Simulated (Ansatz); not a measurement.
# Si: from a guess to a relaxed structure, part 3 of 3

The task: take a trial cell of Si to zero force and stress.

Ansatz 0.2.0; DFT PBE, scalar-relativistic, plane waves, PAW.

### 4 Full relaxation

The end of the coarse run is made exact in the group found at a tolerance of 0.06 Å and reduced to its primitive cell.

The input, input.yaml:

```yaml
crystal:
  lattice:
    - [3.4838235419, -4.1016645466, 0.0]
    - [3.4838235419, 4.1016645466, 0.0]
    - [0.0, 0.0, 4.4068472686]
  atoms:
    - { symbol: Si, position: [0.6052519594, 0.3947480406, 0.3069328056] }
    - { symbol: Si, position: [0.8947480406, 0.1052519594, 0.3069328056] }
    - { symbol: Si, position: [0.3947480406, 0.6052519594, 0.6930671944] }
    - { symbol: Si, position: [0.1052519594, 0.8947480406, 0.6930671944] }
    - { symbol: Si, position: [0.75, 0.75, 0.0] }
    - { symbol: Si, position: [0.25, 0.25, 0.0] }
basis:
  ecutwfc: 420
kpoints:
  mp_grid: { grid: [8, 8, 8] }
hamiltonian:
  xc: pbe
scf:
  occupations: { method: gaussian, width: 0.1 }
output:
  forces: true
  stress: true
  eigenvalues: true
  write_density: true
  write_potential: true
  elf: true
  volumetric_format: npy
relax:
  adjacent_minimum: "off"
  f_tol: 0.01
  max_steps: 80
  cell: { stress_tol: 0.05 }
```

Run with:

```bash
ansatz run input.yaml --threads 1 --pin off --max-ram 2560MiB --backend cpu --events-out ev --progress --plain --runs-dir out
```

The log of the run:

```text
Warning: RAYON_NUM_THREADS=1 ignored (pool sized by the plan → 1); use --threads N
Engine: ansatz 0.2.0, x86_64-unknown-linux-gnu
Pseudopotentials: kind: paw
Pseudopotential: Si, paw, valence charge 4, recommended cutoff 420 eV (normal), Si.paw.azcp
Functional definition: PBE
  parameter kappa = 0.804
  parameter beta = 0.06672455060314922
  exchange = pbe_x(kappa = kappa, mu = beta*pi^2/3)
  correlation = pbe_c(beta = beta)
Crystal: 6 atoms, lattice volume = 125.943 Å³
Basis set: ecut = 420 eV, 2457 PW (Γ), exchange–correlation on 72×72×60 points (8 copies of the dense FFT grid, shifted against one another)
Bands: 18, of which v1, the nominal top of the filled ones, is band 12 counted from 1 (11 counted from 0)
Symmetry: 8 space group operations
Space group: Cmme (ITA 67), of the structure as read, at distance tolerance 5.0e-5 Å
k-points: 105 of 512
Non-local potential: Si, projectors of the file, l = 0: 2, l = 1: 2, l = 2: 2
PAW form: soft (Blöchl's): semilocal exchange-correlation on the pseudo side does not see the compensation charge
PAW one-centre angular grid: Si, 110 points (default); XC on 64 Gauss nodes
Initial density: superposition of atomic densities (neutral atoms: chi_scale 0, normalization atom), corrected by the library's trained network
Initial wavefunctions: pseudopotential atomic-orbital guess
Functional: x = pbe(κ = 0.804, μ = 0.2195149727645171), c = pbe(β = 0.06672455060314922)
SCF iter   1: F=—  HF=-3813.185972 eV  |F-HF|=—  |Δ(HF+E_count)|=         —  Δρ=2.40e-3  dr2=6.14e-3  ethr=1.77e-3  ⟨swp⟩=6.7  Hψ=12028  notcnv=0
preconditioner: auto → Kerker (q_TF=auto, 2.070 Å⁻¹)  [metal: Δε(μ)=0.096 eV  Ē_g=7.505 eV  σ=0.100 eV  W_gap=0.46  n_scr=18 (ndim 8)  ℏωp=16.2 eV  f_vac=0.000  D(μ)=0.28/eV (n_scr^D=0)]
SCF iter   2: F=—  HF=-3813.187220 eV  |F-HF|=—  |Δ(HF+E_count)|=   1.25e-3  Δρ=1.48e-3  dr2=2.52e-3  ethr=2.56e-5  ⟨swp⟩=2.1  Hψ=3270  notcnv=0
SCF iter   3: F=—  HF=-3813.187582 eV  |F-HF|=—  |Δ(HF+E_count)|=   3.63e-4  Δρ=1.94e-4  dr2=5.19e-5  ethr=1.05e-5  ⟨swp⟩=2.9  Hψ=3068  notcnv=0
SCF iter   4: F=—  HF=-3813.187631 eV  |F-HF|=—  |Δ(HF+E_count)|=   4.86e-5  Δρ=9.39e-5  dr2=1.47e-5  ethr=2.16e-7  ⟨swp⟩=2.1  Hψ=2816  notcnv=0
SCF iter   5: F=—  HF=-3813.187645 eV  |F-HF|=—  |Δ(HF+E_count)|=   1.39e-5  Δρ=1.88e-5  dr2=8.69e-7  ethr=6.12e-8  ⟨swp⟩=2.1  Hψ=2930  notcnv=0
SCF iter   6: F=-3813.187645 eV  HF=-3813.187645 eV  |F-HF|=1.03e-8  |Δ(HF+E_count)|=   3.60e-7  Δρ=5.16e-6  dr2=6.32e-8  ethr=4.17e-10  ⟨swp⟩=13.4  Hψ=15619  notcnv=0
SCF 1 converged in 6 iterations: F = -3813.187645 eV  dr2 = 6.32e-8
relax step   1: F+E_penalty+E_count = -3813.18764517 eV  Δ(F+E_penalty+E_count) = +0.000e0 eV  max|allowed force component| = 1.777e-2 eV/Å  Δτ_max = 0.0000 Å  P = +0.037 GPa  Ω = 125.943 Å³  (6 SCF iters, dr2 threshold 1.00e-7 eV, accepted)
Crystal: 6 atoms, lattice volume = 125.833 Å³
Initial density: handed on by an earlier stage of this run
Initial wavefunctions: those handed on with the density
iter 1 solved again at ethr=4.07e-7 eV; its pass at ethr=3.10e-3 eV (dr2=9.78e-5 eV) is discarded
SCF iter   1: F=—  HF=-3813.188173 eV  |F-HF|=—  |Δ(HF+E_count)|=         —  Δρ=3.25e-4  dr2=1.25e-4  ethr=4.07e-7  ⟨swp⟩=2.8  Hψ=12482  notcnv=0
preconditioner: auto → Kerker (q_TF=auto, 2.070 Å⁻¹)  [metal: Δε(μ)=0.028 eV  Ē_g=7.502 eV  σ=0.100 eV  W_gap=0.16  n_scr=18 (ndim 8)  ℏωp=16.2 eV  f_vac=0.000  D(μ)=0.32/eV (n_scr^D=0)]
SCF iter   2: F=—  HF=-3813.188192 eV  |F-HF|=—  |Δ(HF+E_count)|=   1.86e-5  Δρ=1.88e-4  dr2=4.10e-5  ethr=4.07e-7  ⟨swp⟩=1.0  Hψ=1890  notcnv=0
SCF iter   3: F=—  HF=-3813.188187 eV  |F-HF|=—  |Δ(HF+E_count)|=   5.37e-6  Δρ=1.83e-5  dr2=4.56e-7  ethr=1.71e-7  ⟨swp⟩=2.3  Hψ=3165  notcnv=0
SCF iter   4: F=-3813.188187 eV  HF=-3813.188187 eV  |F-HF|=1.74e-8  |Δ(HF+E_count)|=   1.31e-7  Δρ=5.01e-6  dr2=3.79e-8  ethr=8.17e-10  ⟨swp⟩=9.9  Hψ=13739  notcnv=0
SCF 2 converged in 4 iterations: F = -3813.188187 eV  dr2 = 3.79e-8
relax step   2: F+E_penalty+E_count = -3813.18818665 eV  Δ(F+E_penalty+E_count) = -5.415e-4 eV  max|allowed force component| = 1.690e-2 eV/Å  Δτ_max = 0.0041 Å  P = +0.002 GPa  Ω = 125.833 Å³  energy of the carried Pulay correction = +1.353e-5 eV  (4 SCF iters, dr2 threshold 1.96e-7 eV, accepted)
Crystal: 6 atoms, lattice volume = 125.837 Å³
iter 1 solved again at ethr=2.83e-8 eV; its pass at ethr=3.10e-3 eV (dr2=6.79e-6 eV) is discarded
SCF iter   1: F=—  HF=-3813.188206 eV  |F-HF|=—  |Δ(HF+E_count)|=         —  Δρ=8.61e-5  dr2=8.29e-6  ethr=2.83e-8  ⟨swp⟩=3.1  Hψ=12758  notcnv=0
preconditioner: auto → Kerker (q_TF=auto, 2.070 Å⁻¹)  [metal: Δε(μ)=0.026 eV  Ē_g=7.502 eV  σ=0.100 eV  W_gap=0.15  n_scr=18 (ndim 8)  ℏωp=16.2 eV  f_vac=0.000  D(μ)=0.32/eV (n_scr^D=0)]
SCF iter   2: F=—  HF=-3813.188238 eV  |F-HF|=—  |Δ(HF+E_count)|=   3.24e-5  Δρ=5.13e-5  dr2=2.90e-6  ethr=2.83e-8  ⟨swp⟩=1.0  Hψ=1890  notcnv=0
SCF iter   3: F=—  HF=-3813.188238 eV  |F-HF|=—  |Δ(HF+E_count)|=   1.08e-7  Δρ=5.13e-6  dr2=5.23e-8  ethr=1.21e-8  ⟨swp⟩=2.1  Hψ=3047  notcnv=0
SCF iter   4: F=-3813.188238 eV  HF=-3813.188238 eV  |F-HF|=4.92e-9  |Δ(HF+E_count)|=   2.06e-8  Δρ=1.67e-6  dr2=6.19e-9  ethr=7.44e-11  ⟨swp⟩=8.2  Hψ=10844  notcnv=0
SCF 3 converged in 4 iterations: F = -3813.188238 eV  dr2 = 6.19e-9
relax step   3: F+E_penalty+E_count = -3813.18823819 eV  Δ(F+E_penalty+E_count) = -5.154e-5 eV  max|allowed force component| = 1.561e-3 eV/Å  Δτ_max = 0.0006 Å  P = -0.006 GPa  Ω = 125.837 Å³  energy of the carried Pulay correction = +1.313e-5 eV  (4 SCF iters, dr2 threshold 1.78e-8 eV, accepted)
Basis set: ecut = 420 eV, 2457 PW (Γ), exchange–correlation on 80×80×60 points (8 copies of the dense FFT grid, shifted against one another)
Initial wavefunctions: pseudopotential atomic-orbital guess (no wavefunctions were taken with the density)
iter 1 solved again at ethr=1.92e-7 eV; its pass at ethr=3.10e-3 eV (dr2=4.62e-5 eV) is discarded
SCF iter   1: F=—  HF=-3813.188226 eV  |F-HF|=—  |Δ(HF+E_count)|=         —  Δρ=3.42e-6  dr2=8.63e-9  ethr=1.92e-7  ⟨swp⟩=3.0  Hψ=17510  notcnv=0
eigensolver tolerance schedule: the retry pair's looser diagonalisation over-reported the residual by 5347.79 of it (diagonalisation noise at 0.50 of the residual, at the tolerance the schedule requests for it); recorded, not acted on — ethr = c·dr2/N_el stays at c = 1.0e-1
preconditioner: auto → Kerker (q_TF=auto, 2.070 Å⁻¹)  [metal: Δε(μ)=0.027 eV  Ē_g=7.502 eV  σ=0.100 eV  W_gap=0.15  n_scr=18 (ndim 8)  ℏωp=16.2 eV  f_vac=0.000  D(μ)=0.32/eV (n_scr^D=0)]
SCF iter   2: F=—  HF=-3813.188231 eV  |F-HF|=—  |Δ(HF+E_count)|=   5.38e-6  Δρ=2.06e-6  dr2=4.38e-9  ethr=3.60e-11  ⟨swp⟩=3.1  Hψ=4285  notcnv=0
SCF iter   3: F=—  HF=-3813.188231 eV  |F-HF|=—  |Δ(HF+E_count)|=   1.00e-8  Δρ=9.79e-7  dr2=1.68e-9  ethr=1.82e-11  ⟨swp⟩=2.1  Hψ=2615  notcnv=0
SCF iter   4: F=—  HF=-3813.188231 eV  |F-HF|=—  |Δ(HF+E_count)|=   2.49e-9  Δρ=3.98e-7  dr2=1.45e-10  ethr=7.01e-12  ⟨swp⟩=2.0  Hψ=3122  notcnv=0
SCF iter   5: F=-3813.188231 eV  HF=-3813.188231 eV  |F-HF|=1.82e-12  |Δ(HF+E_count)|=  2.42e-10  Δρ=1.80e-7  dr2=2.98e-11  ethr=1.00e-12  ⟨swp⟩=6.8  Hψ=9507  notcnv=0
SCF 4 converged in 5 iterations: F = -3813.188231 eV  dr2 = 2.98e-11
relax step   4: F+E_penalty+E_count = -3813.18823142 eV  Δ(F+E_penalty+E_count) = +6.771e-6 eV  max|allowed force component| = 1.552e-3 eV/Å  Δτ_max = 0.0000 Å  P = -0.006 GPa  Ω = 125.837 Å³  stress off target by 3.24e-2 GPa  SCF on the basis re-selected at this cell (its energy is not comparable with the rows above)  (5 SCF iters)
basis re-selected at this cell: Δ(F+E_penalty+E_count) = +6.771e-6 eV, ΔP = -0.000 GPa vs the last step (what re-selecting the basis moved, of the pressure what is left beyond the Pulay correction that the steps carried, after the strain that the cell walked since its last selection, with what the two solves' SCF thresholds leave and, on support functions, any second-order correction that the steps lacked; it is no measure of the basis error at this ecutwfc). The dense FFT grid was sized anew with the basis: this SCF ran on 40×40×30 points, the steps before it on 36×36×30, so part of this shift can come from that change (see relax.cell in the input reference). This SCF's stress stands 3.24e-2 GPa from its target on what of the cell is left free (relax.cell.stress_tol is 5.00e-2 GPa) and its largest allowed force component is 1.55e-3 eV/Å (relax.f_tol is 1.00e-2 eV/Å): within both
SCF converged after 5 iterations
Free energy (F): -3813.188231 eV
Harris-Foulkes:  -3813.188231 eV  (|F-HF|=1.82e-12)
Internal energy: -3813.186617 eV  (E = F + TS)
E sigma→0 (E₀):  -3813.187424 eV
Entropy (-TS):   -0.001614 eV (-0.269 meV/atom)
Fermi energy:    6.000127 eV
--- Per-component energies (eV) ---
  E_band       = 18.731025
  E_kinetic    = 239.282723
  E_local      = -196.456023  (includes V_loc(G=0)·N_el)
  E_nonlocal   = 155.107108
  E_hartree    = 56.822320
  E_xc         = -329.867350
  E_vxc        = -278.725801  (∫ρ·V_xc dr)
  E_paw        = -3075.895116  (= ΣΔE_a)
  E_vpaw       = -14.121675  (= ΣTr[D̂ρ^β])
  E_aug_tail   = 0.000037  (compensation charges beyond the density's cutoff)
  E_ewald      = -662.180317
  E_smearing   = -0.001614  (= −TS)
  E_closure    = 0.000000  (closes the sum)
  Σ components = -3813.188231   (vs F -3813.188231, Δ=0.00e0)
--- Forces (eV/Å), atoms counted from 1 ---
  atom   1  Si     0.00000000     0.00155248     0.00048256
  atom   2  Si    -0.00000000    -0.00155248     0.00048256
  atom   3  Si    -0.00000000    -0.00155248    -0.00048256
  atom   4  Si     0.00000000     0.00155248    -0.00048256
  atom   5  Si     0.00000000     0.00000000     0.00000000
  atom   6  Si     0.00000000     0.00000000    -0.00000000
  max |Σ_I F_I| component: 2.78e-17 eV/Å
--- Stress (GPa, compression-positive) ---
       -0.032445       0.000000       0.000000
        0.000000       0.004420       0.000000
        0.000000       0.000000       0.009859
  P = ⅓ Tr σ = -0.0061 GPa (-0.061 kbar)
--- Band table (eV; the first three rows and the last of 105) ---
  k-point 0: bands = ["-6.2139", "-2.9277", "-1.8693", "-1.8143", "0.6568", "1.8218", "2.5075", "2.5365", "2.9681", "3.7092", "3.9523", "4.4786", "6.5003", "7.3919", "7.6156", "7.9183", "9.2970", "10.1412"]
  k-point 1: bands = ["-6.1113", "-2.8204", "-2.0780", "-1.7935", "0.4926", "1.4752", "2.3219", "2.6167", "3.5972", "3.6931", "3.9348", "3.9871", "7.1444", "7.1876", "7.7148", "8.5084", "8.6605", "9.0925"]
  k-point 2: bands = ["-5.8089", "-2.7780", "-2.5005", "-1.5861", "0.3955", "0.6135", "2.2057", "2.8425", "2.9772", "3.6816", "4.0561", "4.7235", "6.9057", "7.1990", "7.8447", "8.0770", "8.9224", "9.0596"]
  k-point 104: bands = ["-4.0651", "-3.1354", "-2.9146", "-2.7346", "-1.7240", "0.6963", "1.0218", "1.1874", "5.2024", "5.3534", "5.5873", "6.4415", "7.2207", "7.8312", "9.0045", "9.1700", "9.2912", "9.6130"]
--- Relaxed structure (3 steps of the walk, 3 accepted, 1 SCFs on fresh bases) ---
  F+E_penalty+E_count = -3813.18823142 eV   max|allowed force component| = 1.552e-3 eV/Å   (the final SCF, on the basis selected at the relaxed cell)
  cell:  # Å, volume = 125.8366 Å³
    - [3.482710696390608, -4.114297353692508, 0.0]
    - [3.482710696390608, 4.114297353692508, 0.0]
    - [0.0, 0.0, 4.391004305687882]
  atoms:
    - { symbol: Si, position: [0.6054713326105053, 0.3945286673894946, 0.30761168998715005] }
    - { symbol: Si, position: [0.8945286673894945, 0.1054713326105054, 0.30761168998715005] }
    - { symbol: Si, position: [0.3945286673894946, 0.6054713326105053, 0.69238831001285] }
    - { symbol: Si, position: [0.1054713326105054, 0.8945286673894945, 0.69238831001285] }
    - { symbol: Si, position: [0.7500000000000001, 0.7500000000000001, -4.100445308564634e-21] }
    - { symbol: Si, position: [0.25, 0.25, -4.100445308564634e-21] }
```

Run time: 2.1 min. Hardware: 1 thread of Intel Xeon at 2.50GHz (Skylake/Cascade Lake), shared host; peak memory 0.52 GiB.

The steps of the relaxation:

```
step  energy from step 1 (eV/cell)  largest force component (eV/Å)  pressure (GPa)  volume (Å³)
   1                        0.0000                          0.0178            0.04       125.94
   2                       -0.0005                          0.0169            0.00       125.83
   3                       -0.0006                          0.0016           -0.01       125.84
   4                       -0.0006                          0.0016           -0.01       125.84
```

Step 1 is the start. Step 4 repeats the geometry before it on a plane-wave basis chosen anew for that cell, so its energy need not be comparable with the rows above.

Lengths and angles in the start's conventional setting:

|  | before | after | change |
| --- | --- | --- | --- |
| a (Å) | 6.968 | 6.965 | 0.0 % |
| b (Å) | 8.203 | 8.229 | +0.3 % |
| c (Å) | 4.407 | 4.391 | -0.4 % |
| volume (Å³/atom) | 20.99 | 20.97 | -0.1 % |
| shortest distance (Å) | 2.368 | 2.369 | 0.0 % |
| space group (0.01 Å) | Cmme | Cmme | same |

Forces and stress were held to the start's 8 operations: a distortion of lower symmetry was not tested.

The maps below are laid out on this run's own conventional cell (a, b, c = 6.965, 8.229, 4.391 Å).

Density in a lattice plane of the grid's cell (edges 8.23 and 4.39 Å, at 0.000 of the third edge), which holds Si.

Ten even steps from ' ' (0.02 e/Å³) to '@' (0.52 e/Å³):
```
==::..              ..::==++**++==--::--==++**++
++::..              ..::++**++==**##**##**==++**
**--::..          ..::--**++....**@@@@@@**....++
%%**==::::......::::==**%%%%++==##%%%%%%##==++%%
@@@@##**++======++**##@@@@@@##**++======++**##@@
%%%%++==##%%%%%%##==++%%%%**==::::......::::==**
**++....**@@@@@@**....++**--::..          ..::--
++**++==**##**##**==++**++::..              ..::
==++**++==--::--==++**++==::..              ..::
------::....  ....::----------::....  ....::----
```
Columns run along the first of these edges and rows up along the second, over one cell in 24 and 10 even steps from the bottom left corner. Atoms in the plane (fractional): Si at (0.39, 0.31), Si at (0.11, 0.31), Si at (0.61, 0.69), Si at (0.89, 0.69).

ELF in the same plane.

Values, 6 rows by 12 columns:
```
0.43 0.11 0.04 0.02 0.04 0.11 0.43 0.44 0.48 0.68 0.48 0.44
0.64 0.46 0.26 0.25 0.26 0.46 0.64 0.39 0.59 0.94 0.59 0.39
0.93 0.82 0.76 0.86 0.76 0.82 0.93 0.82 0.76 0.86 0.76 0.82
0.64 0.39 0.59 0.94 0.59 0.39 0.64 0.46 0.26 0.25 0.26 0.46
0.43 0.44 0.48 0.68 0.48 0.44 0.43 0.11 0.04 0.02 0.04 0.11
0.24 0.36 0.29 0.13 0.29 0.36 0.24 0.36 0.29 0.13 0.29 0.36
```
Columns run along the first of these edges and rows up along the second, over one cell in 12 and 6 even steps from the bottom left corner. Atoms in the plane (fractional): Si at (0.39, 0.31), Si at (0.11, 0.31), Si at (0.61, 0.69), Si at (0.89, 0.69).

Both are smooth fields of the valence electrons: close to the nuclei they are not physical.

Outside the cores ELF peaks at 0.95 on the Si–Si line, 1.1 Å from Si.

### 5 Variant: occupations.method tetrahedron_uncorrected, width left out

The input, input.yaml:

```yaml
crystal:
  lattice:
    - [3.4827106964, -4.1142973537, 0.0]
    - [3.4827106964, 4.1142973537, 0.0]
    - [0.0, 0.0, 4.3910043057]
  atoms:
    - { symbol: Si, position: [0.6054713326, 0.3945286674, 0.30761169] }
    - { symbol: Si, position: [0.8945286674, 0.1054713326, 0.30761169] }
    - { symbol: Si, position: [0.3945286674, 0.6054713326, 0.69238831] }
    - { symbol: Si, position: [0.1054713326, 0.8945286674, 0.69238831] }
    - { symbol: Si, position: [0.75, 0.75, 0.0] }
    - { symbol: Si, position: [0.25, 0.25, 0.0] }
basis:
  ecutwfc: 420
kpoints:
  mp_grid: { grid: [8, 8, 8] }
hamiltonian:
  xc: pbe
scf:
  occupations: { method: tetrahedron_uncorrected }
output:
  forces: true
  eigenvalues: true
  stress: true
```

Run with:

```bash
ansatz run input.yaml --threads 1 --pin off --max-ram 2560MiB --backend cpu --events-out ev --progress --plain --runs-dir out
```

The log of the run (excerpt; [...] marks lines left out):

```text
Warning: RAYON_NUM_THREADS=1 ignored (pool sized by the plan → 1); use --threads N
[...]
[... 3 set-up lines as earlier in the session ...]
[...]
Crystal: 6 atoms, lattice volume = 125.837 Å³
Basis set: ecut = 420 eV, 2457 PW (Γ), exchange–correlation on 80×80×60 points (8 copies of the dense FFT grid, shifted against one another)
[...]
  atom   6  Si     0.00000000     0.00000000     0.00000000
[...]
--- Stress (GPa, compression-positive) ---
        0.004054       0.000000       0.000000
        0.000000       0.013792       0.000000
        0.000000       0.000000      -0.025437
  P = ⅓ Tr σ = -0.0025 GPa (-0.025 kbar)
--- Band table (eV; the first three rows and the last of 105) ---
  k-point 0: bands = ["-6.2121", "-2.9250", "-1.8679", "-1.8128", "0.6575", "1.8243", "2.5098", "2.5372", "2.9690", "3.7119", "3.9543", "4.4804", "6.5016", "7.3934", "7.6169", "7.9198", "9.2979", "10.1411"]
[...]
```

Run time: 29 s. Hardware: 1 thread of Intel Xeon at 2.50GHz (Skylake/Cascade Lake), shared host; peak memory 0.48 GiB.

```
    run     ending        energy change  pressure (GPa)  gap (eV)  force (eV/Å)  cycles     time
 step 4  converged                    0             0.0      0.00          0.00       -  2.1 min
variant  converged  +0.9 meV/atom (σ→0)             0.0      0.00          0.01       6     29 s
```

Changing the smearing moves the energy by +0.9 meV/atom (σ→0 values).

### 6 Results

The summary covers parts 1 to 3. Changes of volume or cell count from the first structure of part 1.

```
                              quantity                                                                      value
symmetry at the end (tolerance 0.05 Å)                                                  space group Cmme (No. 67)
                     conventional cell  a = 6.965 Å, b = 8.229 Å, c = 4.391 Å, α = 90.00°, β = 90.00°, γ = 90.00°
                                volume                                                              20.97 Å³/atom
        energy over the standard state                                                              +0.28 eV/atom
                       gap on the mesh                                                               none (metal)
```

The space group Cmme (No. 67) is kept, and the volume per atom grows by 22.6 % from the first guess. It lies above the element's standard state, so it is metastable at best. No finished test with a distortion of lower symmetry is shown, so the end may be a saddle point.
